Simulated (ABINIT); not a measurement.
Input of an ABINIT 10.8.3 (patched build) run:

run.abi

```
ndtset 2

pp_dirpath "./"
pseudos "W.GGA_PBE-JTH.xml, C.GGA_PBE-JTH.xml"

acell 5.4924889812 5.4924889812 5.3603971251
rprim
     1.0000000000     0.0000000000     0.0000000000
    -0.5000000000     0.8660254038     0.0000000000
     0.0000000000     0.0000000000     1.0000000000
ntypat 2
znucl 74 6
natom 2
typat 1 2
xred
     0.0000000000     0.0000000000     0.0000000000
     0.6666666667     0.3333333333     0.5000000000

ecut 517.016339 eV
pawecutdg 38.0

ixc -106132

occopt 3
tsmear 0.00183747

nstep 100

iomode 3
prtwf 0
prteig 0
prtebands 0
enunit 1
prtden1 1

kptopt1 1
ngkpt1 10 10 9
nshiftk1 1
shiftk1 0.0 0.0 0.0
nband1 13
tolvrs1 1.0e-9

iscf2 -2
getden2 1
nband2 19
nbdbuf2 4
tolwfr2 1.0e-11
kptopt2 -7
ndivsm2 5
prteig2 1
kptbounds2
     0.0000000000     0.0000000000     0.0000000000
     0.5000000000     0.0000000000     0.0000000000
     0.3333333333     0.3333333333     0.0000000000
     0.0000000000     0.0000000000     0.0000000000
     0.0000000000     0.0000000000     0.5000000000
     0.5000000000     0.0000000000     0.5000000000
     0.3333333333     0.3333333333     0.5000000000
     0.0000000000     0.0000000000     0.5000000000
```

Potentials or basis: JTH PAW PBE v2.0.

The run is started by

```console
$ abinit run.abi > log 2>&1
```

(1) What does it give for the band gap on the k mesh?

(2) What does it give for the pressure?

## Answers

(1) none (metal or under the smearing width).

(2) 8.2 GPa.

Caveat: the PAW data sets were made with another functional, which shifts forces and pressure a little; spin-orbit coupling is left out, which moves the levels of the heavy elements.
